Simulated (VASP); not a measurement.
Crystal: NbC (Niobocarbide).

```xyz
2
Lattice="0.0000 2.2346 2.2346 2.2346 0.0000 2.2346 2.2346 2.2346 0.0000" Properties=species:S:1:pos:R:3 pbc="T T T"
Nb    0.0000    0.0000    0.0000
C     2.2346    2.2346    2.2346
```

```yaml
Program: VASP 6.6.1
Task: relaxation of cell and atoms
Functional: PBEsol
Potentials_or_basis: VASP PAW PBE potentials, release 64 (Nb_sv, C)
Cutoff: 600 eV
k_mesh: 14 × 14 × 14
Occupations: methfessel-paxton, width 0.1 eV
Spin: no spin polarisation
```

At the start: pressure -4.5 GPa; volume 11.16 Å³/atom.

Q: How do energy, volume and symmetry change on relaxing?

A: Over 3 steps the energy falls by 2.3 meV/atom and the volume is 11.00 Å³/atom (-1.4 %); space group Fm-3m (No. 225, to 0.05 Å).

The path:
```
step  energy change (eV)  largest force (eV/Å)  pressure (GPa)  volume (Å³)
   1              0.0000                0.0000           -4.55        22.32
   2              0.0180                0.0000           10.80        21.31
   3             -0.0046                0.0000           -0.07        22.00
```

Final structure:
```cif
data_structure
_symmetry_space_group_name_H-M 'P 1'
_symmetry_Int_Tables_number 1
_cell_length_a 3.1451
_cell_length_b 3.1451
_cell_length_c 3.1451
_cell_angle_alpha 60.000
_cell_angle_beta 60.000
_cell_angle_gamma 60.000
_cell_volume 22.00
loop_
_atom_site_label
_atom_site_type_symbol
_atom_site_fract_x
_atom_site_fract_y
_atom_site_fract_z
_atom_site_occupancy
Nb1 Nb 0.00000 0.00000 0.00000 1
C1 C 0.50000 0.50000 0.50000 1
```

Caveat: the PAW data sets were made with another functional, which shifts forces and pressure a little.
